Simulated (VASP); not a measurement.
Runs of VASP 6.6.1 on Ti. Symmetry: Im-3m, No. 229, cubic system. Conventional cell: a = 3.282 Å, b = 3.282 Å, c = 3.282 Å, α = 90.00°, β = 90.00°, γ = 90.00°. Around Ti (site symmetry m-3m) lie 8 Ti at 2.84 Å. This isn't the form of Ti at room conditions, which is hcp.

```csv
task,level,spin,U,cell,cutoff (eV),smearing,gap on the mesh (eV),pressure (GPa)
single point,PBE,off,-,"Im-3m, 17.68 Å³/atom",520,gaussian 0.013 eV,none,(a)
single point,PBE,off,-,volume scaled by 0.96,520,fermi-dirac 0.05 eV,none,1.5
single point,RPBE+U,"collinear, twin_end start",Ti d U = 4.0 eV,"Im-3m, 17.68 Å³/atom",520,tetrahedron,none,14.7
single point,BLYP+D3(BJ),off,-,"Im-3m, 15.32 Å³/atom",520,fermi-dirac 0.05 eV,none,(b)
single point,PBE,off,-,"Im-3m, 17.68 Å³/atom",520,fermi-dirac 0.05 eV,none,-2.7
relaxation of cell and atoms,BLYP+D3(BJ),off,-,relaxed,600,fermi-dirac 0.05 eV,none,0.0
```

Alike in all rows: potentials or basis VASP PAW PBE potentials, release 64 (Ti_sv); k mesh 11 × 11 × 11.

Problem. Fill in the values left out.

Solution. (a) -3.1; (b) -0.2.

Caveats: the PAW data sets were made with another functional, which shifts forces and pressure a little (some runs); pairwise dispersion overbinds metals, which lowers pressure and volume (some runs); the U is typed as a test and isn't derived for this compound (some runs); tetrahedron occupations give inexact forces and stress in metals (some runs); the volume moved by -13 % from the deposited cell, more than functionals usually miss (some runs).

A gap of «none» marks a metal or a gap under the smearing width.
